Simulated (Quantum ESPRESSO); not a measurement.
Here is a Quantum ESPRESSO 7.5 calculation.

The input pw.in:

```
&CONTROL
  calculation = 'scf'
  prefix = 'pwscf'
  outdir = './tmp'
  pseudo_dir = './pseudo'
  tprnfor = .true.
  tstress = .true.
  disk_io = 'low'
/
&SYSTEM
  ibrav = 0
  nat = 1
  ntyp = 1
  ecutwfc = 68
  ecutrho = 544
  nbnd = 13
  occupations = 'smearing'
  smearing = 'fd'
  degauss = 0.00367493
/
&ELECTRONS
  conv_thr = 2d-10
  electron_maxstep = 120
  mixing_beta = 0.5
/
ATOMIC_SPECIES
Sn   118.7100 sn_pbesol_v1.4.uspp.F.UPF
CELL_PARAMETERS angstrom
  -1.8946518192    1.8946518192    1.8946518192
   1.8946518192   -1.8946518192    1.8946518192
   1.8946518192    1.8946518192   -1.8946518192
ATOMIC_POSITIONS crystal
Sn     0.0000000000    0.0000000000    0.0000000000
K_POINTS automatic
10 10 10 0 0 0
```

Contents of pp_density.in:

```
&INPUTPP
  prefix = 'pwscf'
  outdir = './tmp'
  filplot = 'density.dat'
  plot_num = 0
/
&PLOT
  nfile = 1
  filepp(1) = 'density.dat'
  iflag = 3
  output_format = 6
  fileout = 'density.cube'
/
```

File pp_potential.in:

```
&INPUTPP
  prefix = 'pwscf'
  outdir = './tmp'
  filplot = 'potential.dat'
  plot_num = 11
/
&PLOT
  nfile = 1
  filepp(1) = 'potential.dat'
  iflag = 3
  output_format = 6
  fileout = 'potential.cube'
/
```

Potentials or basis: GBRV 1.5 PBEsol.

Command:

```bash
$ OMP_NUM_THREADS=1 mpirun -n 2 pw.x -nk 2 -in pw.in > pw.out
$ OMP_NUM_THREADS=1 mpirun -n 1 pp.x -in pp_density.in > pp_density.out
$ OMP_NUM_THREADS=1 mpirun -n 1 pp.x -in pp_potential.in > pp_potential.out
```

(1) Predict the pressure.

(2) Predict the band gap on the k mesh.

## Answers

(1) -2.4 GPa.

(2) none (metal or under the smearing width).
